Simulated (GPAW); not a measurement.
# CdSe (Cadmoselite) (P6_3mc) in GPAW: settings compared, part 2 of 3

GPAW 26.7.0.

### 4 Band structure, PBE

The input, run.py:

```python
from ase.dft.bandgap import bandgap
from ase.io import read, write
from gpaw import GPAW

atoms = read('CdSe.cif')

calc = GPAW(mode='lcao',
            h=0.2,
            basis='dz(dzp)',
            xc='PBE',
            kpts={'size': (5, 5, 3), 'gamma': True},
            occupations={'name': 'fermi-dirac', 'width': 0.05},
            convergence={'density': 1e-05, 'energy': 1e-05},
            maxiter=150,
            txt='gpaw.txt')
atoms.calc = calc
energy = atoms.get_potential_energy()
forces = atoms.get_forces()
calc.write('gs.gpw')
write('result.traj', atoms)
print(f'Energy: {energy:.6f} eV')
print('Forces (eV/A):')
print(forces.round(4))
print('Fermi level:', round(calc.get_fermi_level(), 4), 'eV')
print(f'Gap: {bandgap(calc)[0]:.4f} eV, direct: {bandgap(calc, direct=True)[0]:.4f} eV')

path = atoms.cell.bandpath('GMKGALHA,LM,KH', npoints=80, eps=1e-4)
bs_calc = calc.fixed_density(kpts=path, symmetry='off', txt='bands.txt')
bs = bs_calc.band_structure()
bs.write('bs.json')
print(f'Gap on the path: {bandgap(bs_calc)[0]:.4f} eV')
```

The input, CdSe.cif:

```cif
data_CdSe
_cell_length_a 4.30000000
_cell_length_b 4.30000000
_cell_length_c 7.02000000
_cell_angle_alpha 90.00000000
_cell_angle_beta 90.00000000
_cell_angle_gamma 120.00000000
_space_group_name_H-M_alt 'P6_3mc'
_space_group_name_Hall 'P 6c -2c'
_space_group_IT_number 186
loop_
_space_group_symop_operation_xyz
'x,y,z'
'x-y,x,z+1/2'
'-y,x-y,z'
'-x,-y,z+1/2'
'-x+y,-x,z'
'y,-x+y,z+1/2'
'y,x,z+1/2'
'x,x-y,z'
'x-y,-y,z+1/2'
'-y,-x,z'
'-x,-x+y,z+1/2'
'-x+y,y,z'
loop_
_atom_site_label
_atom_site_type_symbol
_atom_site_symmetry_multiplicity
_atom_site_Wyckoff_symbol
_atom_site_fract_x
_atom_site_fract_y
_atom_site_fract_z
_atom_site_occupancy
Cd1 Cd 2 b 0.6666666667 0.3333333333 0.5000000000 1
Se1 Se 2 b 0.6666666667 0.3333333333 0.8850000000 1
```

Potentials or basis: GPAW PAW data sets (gpaw-data 1.2.1), lcao:dz(dzp).

Launch:

```bash
$ OMP_NUM_THREADS=1 python run.py
```

gpaw.txt:

```text
__  _  _
 | _ |_)|_||  |
 |__||  | ||/\| - 26.7.0

Input parameters:
  mode=LCAO(),
  basis={'default': 'dz(dzp)'},
  convergence={'density': 1e-05, 'energy': 1e-05},
  h=0.2,
  kpts=MonkhorstPack(size=(5, 5, 3), gamma=True),
  maxiter=150,
  occupations=Occupations(name='fermi-dirac', width=0.05),
  xc=XC(name='PBE')

            Se

        Se  Cd

        Cd

Atoms  # Å, Bohr magnetons
|   | symbol |        x |        y |        z |    initial magnetic moments |
|---|--------|----------|----------|----------|-----------------------------|
| 0 |     Cd | 2.150000 | 1.241303 | 3.510000 | ( 0.0000,  0.0000,  0.0000) |
| 1 |     Cd | 0.000000 | 2.482606 | 0.000000 | ( 0.0000,  0.0000,  0.0000) |
| 2 |     Se | 2.150000 | 1.241303 | 6.212700 | ( 0.0000,  0.0000,  0.0000) |
| 3 |     Se | 0.000000 | 2.482606 | 2.702700 | ( 0.0000,  0.0000,  0.0000) |

Unit cell  # Å
| periodic |         x |        y |        z |  lengths |     angles |
|----------|-----------|----------|----------|----------|------------|
|      yes |  4.300000 | 0.000000 | 0.000000 | 4.300000 |  90.000000 |
|      yes | -2.150000 | 3.723909 | 0.000000 | 4.300000 |  90.000000 |
|      yes |  0.000000 | 0.000000 | 7.020000 | 7.020000 | 120.000000 |

Number of symmetries: 6
Symmetry operations  # r_c * U_cc + t_c -> r_c
|   | kind |            matrix            |
|---|------|------------------------------|
| 0 |  σ   |  1, 1, 0,  0,-1, 0,  0, 0, 1 |
| 1 |  E   |  1, 0, 0,  0, 1, 0,  0, 0, 1 |
| 2 |  C3  |  0, 1, 0, -1,-1, 0,  0, 0, 1 |
| 3 |  σ   |  0,-1, 0, -1, 0, 0,  0, 0, 1 |
| 4 |  σ   | -1, 0, 0,  1, 1, 0,  0, 0, 1 |
| 5 |  C3  | -1,-1, 0,  1, 0, 0,  0, 0, 1 |

BZ-sampling:
  Number of BZ points: 75
  Number of IBZ points: 12

  Monkhorst-Pack size: [5, 5, 3]
  Monkhorst-Pack shift: [0, 0, 0]

K-points  # in reciprocal-cell coordinates
|     |                                coordinates |     weight |
|-----|--------------------------------------------|------------|
|   0 | (  0.00000000,   0.00000000,   0.00000000) | 0.01333333 |
|   1 | (  0.00000000,   0.00000000,   0.33333333) | 0.02666667 |
|   2 | (  0.20000000,   0.00000000,  -0.33333333) | 0.08000000 |
|   3 | (  0.20000000,   0.00000000,   0.00000000) | 0.08000000 |
|   4 | (  0.20000000,   0.00000000,   0.33333333) | 0.08000000 |
|   5 | (  0.40000000,  -0.20000000,   0.00000000) | 0.08000000 |
|   6 | (  0.40000000,  -0.20000000,   0.33333333) | 0.16000000 |
|   7 | (  0.40000000,   0.00000000,  -0.33333333) | 0.08000000 |
|   8 | (  0.40000000,   0.00000000,   0.00000000) | 0.08000000 |
|   9 | (  0.40000000,   0.00000000,   0.33333333) | 0.08000000 |
| ... |                                            |            |
|  11 | (  0.40000000,   0.40000000,   0.33333333) | 0.16000000 |

basis functions: 52
Spin-components: 1 (collinear spins)
Bands:           26
Projectors:      22
Spin-degeneracy: 2
Datatype:        <class 'complex'>

Parallelization:
  kpt:    1
  domain: 1
  band:   1

Density:
  Valence electrons: 36.0
  Components: 1
  Grid points: [20 20 36]
  Charge: 0.0  # |e|

Potential:
  Grid points: [20 20 36]

species:
  Cd:
    name:    Cadmium
    Z:       48.0
    valence: 12
    core:    36
    charge:  0.0  # [|e|]
    compensation charges:
      type: gauss
      rc: 0.38  # [Å]
      lmax: 2
    cutoffs:
      filter: 2.12  # [Å]
      core: 2.62  # [Å]
    projectors
    | kind |    occ | energy [eV] | rcut [Å] |
    |------|--------|-------------|----------|
    |   5s |  2.000 |      -5.655 |    1.191 |
    |   5p |  0.000 |      -1.186 |    1.228 |
    |   4d | 10.000 |     -11.739 |    1.164 |
    |    s |        |      21.556 |    1.191 |
    |    p |        |      26.026 |    1.228 |
    |    d |        |      15.473 |    1.164 |

    LCAO basis set for Cd:
[... 115 lines left out ...]
|-----|--------------------------------------------|------------|
|   0 | (  0.00000000,   0.00000000,   0.00000000) | 0.01333333 |
|   1 | (  0.00000000,   0.00000000,   0.33333333) | 0.02666667 |
|   2 | (  0.20000000,   0.00000000,  -0.33333333) | 0.08000000 |
|   3 | (  0.20000000,   0.00000000,   0.00000000) | 0.08000000 |
|   4 | (  0.20000000,   0.00000000,   0.33333333) | 0.08000000 |
|   5 | (  0.40000000,  -0.20000000,   0.00000000) | 0.08000000 |
|   6 | (  0.40000000,  -0.20000000,   0.33333333) | 0.16000000 |
|   7 | (  0.40000000,   0.00000000,  -0.33333333) | 0.08000000 |
|   8 | (  0.40000000,   0.00000000,   0.00000000) | 0.08000000 |
|   9 | (  0.40000000,   0.00000000,   0.33333333) | 0.08000000 |
| ... |                                            |            |
|  11 | (  0.40000000,   0.40000000,   0.33333333) | 0.16000000 |

basis functions: 52
Spin-components: 1 (collinear spins)
Bands:           26
Projectors:      22
Spin-degeneracy: 2
Datatype:        <class 'complex'>

Parallelization:
  kpt:    1
  domain: 1
  band:   1

Density:
  Valence electrons: 36.0
  Components: 1
  Grid points: [20 20 36]
  Charge: 0.0  # |e|

Potential:
  Grid points: [20 20 36]

species:
  Cd:
    name:    Cadmium
    Z:       48.0
    valence: 12
    core:    36
    charge:  0.0  # [|e|]
    compensation charges:
      type: gauss
      rc: 0.38  # [Å]
      lmax: 2
    cutoffs:
      filter: 2.12  # [Å]
      core: 2.62  # [Å]
    projectors
    | kind |    occ | energy [eV] | rcut [Å] |
    |------|--------|-------------|----------|
    |   5s |  2.000 |      -5.655 |    1.191 |
    |   5p |  0.000 |      -1.186 |    1.228 |
    |   4d | 10.000 |     -11.739 |    1.164 |
    |    s |        |      21.556 |    1.191 |
    |    p |        |      26.026 |    1.228 |
    |    d |        |      15.473 |    1.164 |

    LCAO basis set for Cd:
      Name: dz(dzp)
      File: <dir>
      Number of radial functions: 6
      Number of spherical harmonics: 18
        l=0, rc=8.5781 Bohr: 5s-sz confined orbital
        l=1, rc=12.6406 Bohr: 5p-sz confined orbital
        l=2, rc=4.9062 Bohr: 4d-sz confined orbital
        l=0, rc=5.0625 Bohr: 5s-dz split-valence wave
        l=1, rc=7.7188 Bohr: 5p-dz split-valence wave
        l=2, rc=2.9844 Bohr: 4d-dz split-valence wave
      Number of RI-basis functions 0

  Se:
    name:    Selenium
    Z:       34.0
    valence: 6
    core:    28
    charge:  0.0  # [|e|]
    compensation charges:
      type: gauss
      rc: 0.27  # [Å]
      lmax: 2
    cutoffs:
      filter: 1.77  # [Å]
      core: 2.67  # [Å]
    projectors
    | kind |    occ | energy [eV] | rcut [Å] |
    |------|--------|-------------|----------|
    |   4s |  2.000 |     -17.277 |    0.847 |
    |   4p |  4.000 |      -6.512 |    1.005 |
    |    s |        |       9.935 |    0.847 |
    |    p |        |      20.699 |    1.005 |
    |    d |        |       0.000 |    0.847 |

    LCAO basis set for Se:
      Name: dz(dzp)
      File: <dir>
      Number of radial functions: 4
      Number of spherical harmonics: 8
        l=0, rc=5.7344 Bohr: 4s-sz confined orbital
        l=1, rc=7.2656 Bohr: 4p-sz confined orbital
        l=0, rc=3.1875 Bohr: 4s-dz split-valence wave
        l=1, rc=4.2188 Bohr: 4p-dz split-valence wave
      Number of RI-basis functions 0

Reference energy: -436553.300934  # eV

eigensolver:
  <gpaw.new.lcao.eigensolver.LCAOEigensolver object>
density mixing:
  MSR1-Mixer
  Pratt-step length: 0.05
  Maximum mixing coefficient: 0.75
  Old densities: 10
  SVD Regularization: 0.005
  Good broyden scale: 1.0
  Trust region scale: 1.0
  Backstep threshold: 4.0
  History deletion threshold: 6.0
  Fourier metric: weight=20.0, sigma=0.015

occupation numbers:
  Fermi-Dirac:
    width: 0.0500  # eV

FastPoissonSolver using
    Stencil: 8*3+1=25 point O(h^6) finite-difference Laplacian
    FFT axes: [np.int64(0), np.int64(1), np.int64(2)]
    FST axes: []

xc functional:
  name: PBE with 2 nearest neighbor stencil
interpolation: tri-quintic # 5. degree polynomial

convergence criteria:
- Maximum integral of absolute [dens]ity change: 1e-05 electrons / valence electron
- Maximum [total energy] change in last 3 cyles: 1e-05 eV / valence electron
- Maximum integral of absolute [eigenst]ate change: 4e-08 eV^2 / valence electron
maximum number of iterations: 150

SCF iterations
|iter     | |      energy | eigst |  dens |
|---------|-|-------------|-------|-------|
|iter:   1| |   -9.879629 |      c|       |
|iter:   2| |   -9.815778 |      c| -1.36 |
|iter:   3| |   -9.566933 |      c| -1.40 |
|iter:   4| |   -9.564093 |      c| -1.95 |
|iter:   5| |   -9.563547 |      c| -2.49 |
|iter:   6| |   -9.563546 |      c| -3.65 |
|iter:   7| |   -9.563546c|      c| -4.03 |
|iter:   8| |   -9.563546c|      c| -5.67c|

Converged in 8 steps
Energy contributions relative to reference atoms: (reference = -436553.300934)

Energy contributions:
  Kinetic:          48.862088
  Coulomb:         -42.279712
  Zero:              0.211605
  External:          0.000000
  Xc:              -16.357514
  Entropy:          -0.000026
  Spinorbit:         0.000000
  ----------------------------
  Free energy:      -9.563559
  Extrapolated:     -9.563546

dipole moment: (-0.000000, 0.000000, -18.209302)  # |e|*Ang

Fermi level: 4.048
Eigenvalues  # (at kpt = [0.000, 0.000, 0.000])
| band index |      eig [eV] | occ [0-2] |
|------------|---------------|-----------|
|          0 |        -8.965 |     2.000 |
|        ... |               |           |
|         10 |        -3.664 |     2.000 |
|         11 |        -3.404 |     2.000 |
|         12 |        -0.589 |     2.000 |
|         13 |         2.935 |     2.000 |
|         14 |         2.936 |     2.000 |
|         15 |         3.652 |     1.999 |
[... 8 lines left out ...]
|         24 |        11.392 |     0.000 |
|         25 |        11.504 |     0.000 |

Gap: 0.733 eV
Transition (v -> c):
  (s=0, k=0, n=17, [0.00, 0.00, 0.00]) -> (s=0, k=0, n=18, [0.00, 0.00, 0.00])
No difference between direct/indirect transitions

Forces  # eV/Ang
|        x |       y |        z |
|----------|---------|----------|
| -0.00000 | 0.00000 |  0.34611 |  # Cd   0
|  0.00000 | 0.00000 |  0.34611 |  # Cd   1
| -0.00000 | 0.00000 | -0.34119 |  # Se   2
|  0.00000 | 0.00000 | -0.34118 |  # Se   3

# Writing to gs.gpw (mode='')
```

It took 59 s on 1 thread of Arm Neoverse N1, shared host; peak memory 0.24 GiB.

These settings aren't checked as converged: the numbers below hold their error.

What came out:

* Free energy: -9.5636 eV
* Largest force: 0.346 eV/Å
* Band gap on the k mesh: 0.73 eV, direct
* Band gap along the path: 0.73 eV, direct

Caveat: the real-space grid adds noise to forces; the basis of atomic orbitals isn't converged, which shifts pressures, moduli and gaps.

### 5 Band structure, revPBE, spin-orbit coupling, no magnetisation

The input, run.py:

```python
import numpy as np
from ase.dft.bandgap import bandgap
from ase.io import read, write
from ase.units import GPa
from gpaw import GPAW, PW
from gpaw.spinorbit import soc_eigenstates

atoms = read('CdSe.cif')

calc = GPAW(mode=PW(600),
            xc='revPBE',
            kpts={'size': (5, 5, 3), 'gamma': True},
            occupations={'name': 'fermi-dirac', 'width': 0.05},
            nbands=31,
            convergence={'density': 1e-05, 'energy': 1e-05},
            maxiter=150,
            txt='gpaw.txt')
atoms.calc = calc
energy = atoms.get_potential_energy()
forces = atoms.get_forces()
stress = atoms.get_stress()
calc.write('gs.gpw')
write('result.traj', atoms)
print(f'Energy: {energy:.6f} eV')
print('Forces (eV/A):')
print(forces.round(4))
print('Stress (GPa):', (stress / GPa).round(3))
print('Fermi level:', round(calc.get_fermi_level(), 4), 'eV')
print(f'Gap: {bandgap(calc)[0]:.4f} eV, direct: {bandgap(calc, direct=True)[0]:.4f} eV')

path = atoms.cell.bandpath('GMKGALHA,LM,KH', npoints=100, eps=1e-4)
bs_calc = calc.fixed_density(kpts=path, symmetry='off', nbands=52,
                             convergence={'bands': 'CBM+6.0', 'eigenstates': 1e-6}, txt='bands.txt')
bs = bs_calc.band_structure()
bs.write('bs.json')
print(f'Gap on the path: {bandgap(bs_calc)[0]:.4f} eV')

soc = soc_eigenstates(bs_calc, theta=90, phi=45)
np.savetxt('soc_bands.dat', soc.eigenvalues(), fmt='%.4f')
mesh = soc_eigenstates('gs.gpw', theta=90, phi=45)
np.savetxt('soc_mesh.dat', mesh.eigenvalues(), fmt='%.4f')
print('Fermi level with spin-orbit coupling:', round(mesh.fermi_level, 4), 'eV')
```

The input, CdSe.cif:

```cif
data_CdSe
_cell_length_a 4.30000000
_cell_length_b 4.30000000
_cell_length_c 7.02000000
_cell_angle_alpha 90.00000000
_cell_angle_beta 90.00000000
_cell_angle_gamma 120.00000000
_space_group_name_H-M_alt 'P1'
_space_group_name_Hall 'P 1'
_space_group_IT_number 1
loop_
_space_group_symop_operation_xyz
'x,y,z'
loop_
_atom_site_label
_atom_site_type_symbol
_atom_site_symmetry_multiplicity
_atom_site_Wyckoff_symbol
_atom_site_fract_x
_atom_site_fract_y
_atom_site_fract_z
_atom_site_occupancy
Cd1 Cd 1 a 0.6666666667 0.3333333333 0.5000000000 1
Cd2 Cd 1 a 0.3333333333 0.6666666667 0.0000000000 1
Se1 Se 1 a 0.6666666667 0.3333333333 0.8850000000 1
Se2 Se 1 a 0.3333333333 0.6666666667 0.3850000000 1
```

Potentials or basis: the program's PAW data sets (release 1.2.1) made for this functional, pw.

Launch:

```bash
$ OMP_NUM_THREADS=1 python run.py
```

It took 5.7 min on 1 thread of Arm Neoverse N1, shared host; peak memory 0.68 GiB.

Results (log left out):

```yaml
Free_energy: -10.1151 eV
Pressure: 4.3 GPa
Largest_force: 0.290 eV/Å
Band_gap_on_the_k_mesh: 0.70 eV, direct
Band_gap_along_the_path: 0.70 eV, direct
```

Forces on the atoms (eV/Å):
```
Cd   0.000  0.000  0.290
Cd   0.000  0.000  0.290
Se   0.000  0.000 -0.290
Se   0.000  0.000 -0.290
```

Stress tensor (GPa, compression positive):
```
4.99 0.00 0.00
0.00 4.99 0.00
0.00 0.00 2.84
```

Levels at the corners of the path, in eV from the valence-band top:
| point | band 34 | band 35 | band 36 | band 37 | band 38 | band 39 |
| --- | --- | --- | --- | --- | --- | --- |
| Γ | 0.00 | 0.00 | 0.00 | 0.70 | 0.70 | 2.08 |
| M | -1.37 | -0.93 | -0.93 | 3.16 | 3.16 | 3.29 |
| K | -1.90 | -1.79 | -1.79 | 4.40 | 4.40 | 4.55 |
| Γ | 0.00 | 0.00 | 0.00 | 0.70 | 0.70 | 2.08 |
| A | -0.38 | -0.38 | -0.38 | 2.30 | 2.30 | 2.30 |
| L | -1.36 | -1.36 | -1.36 | 2.96 | 2.96 | 2.96 |
| H | -1.21 | -1.15 | -1.15 | 3.70 | 3.71 | 3.77 |
| A | -0.38 | -0.38 | -0.38 | 2.30 | 2.30 | 2.30 |
| L | -1.36 | -1.36 | -1.36 | 2.96 | 2.96 | 2.96 |
| M | -1.37 | -0.93 | -0.93 | 3.16 | 3.16 | 3.29 |
| K | -1.90 | -1.79 | -1.79 | 4.40 | 4.40 | 4.55 |
| H | -1.21 | -1.15 | -1.15 | 3.70 | 3.71 | 3.77 |

Caveat: spin-orbit coupling was added after a scalar SCF, so levels and gaps hold it while energy, forces, pressure and moments don't; this program's spin-orbit splittings come out too wide for heavy elements.

[end of part 2 of 3]
